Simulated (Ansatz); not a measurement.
This run works on a proposed trial structure, not on a known crystal.

Input and command of a plane-wave DFT calculation in Ansatz:

```yaml
crystal:
  lattice:
    - [-1.929687163, 1.929687163, 8.2468825324]
    - [1.929687163, -1.929687163, 8.2468825324]
    - [1.929687163, 1.929687163, -8.2468825324]
  atoms:
    - { symbol: Ti, position: [0.1190404211, 0.1190404211, 0.0] }
    - { symbol: Ti, position: [0.8809595789, 0.8809595789, 0.0] }
    - { symbol: Al, position: [0.5, 0.0, 0.5] }
    - { symbol: Al, position: [0.0, 0.5, 0.5] }
    - { symbol: Al, position: [0.75, 0.25, 0.5] }
    - { symbol: Al, position: [0.6249201722, 0.6249201722, 0.0] }
    - { symbol: Al, position: [0.25, 0.75, 0.5] }
    - { symbol: Al, position: [0.3750798278, 0.3750798278, 0.0] }
basis:
  ecutwfc: 420
kpoints:
  mp_grid: { grid: [12, 12, 12] }
hamiltonian:
  xc: pbe
scf:
  occupations: { method: gaussian, width: 0.1 }
output:
  forces: true
  stress: true
  eigenvalues: true
relax:
  adjacent_minimum: "off"
  f_tol: 0.01
  max_steps: 30
  cell: { stress_tol: 0.1, fix: [volume] }
```

```bash
ansatz run input.yaml --threads 1 --pin off --max-ram 2560MiB --backend cpu --events-out ev --progress --plain --runs-dir out
```

Processor: Arm Neoverse V2, 1 thread, on a host shared with other jobs.

Problem. Estimate time, memory and problem size.

Solution. About 2.4 min, peak memory 0.69 GiB. It solves 29 bands at 163 k points (after reduction by symmetry) with about 2447 plane waves, in 26 SCF iterations over 4 ionic steps.
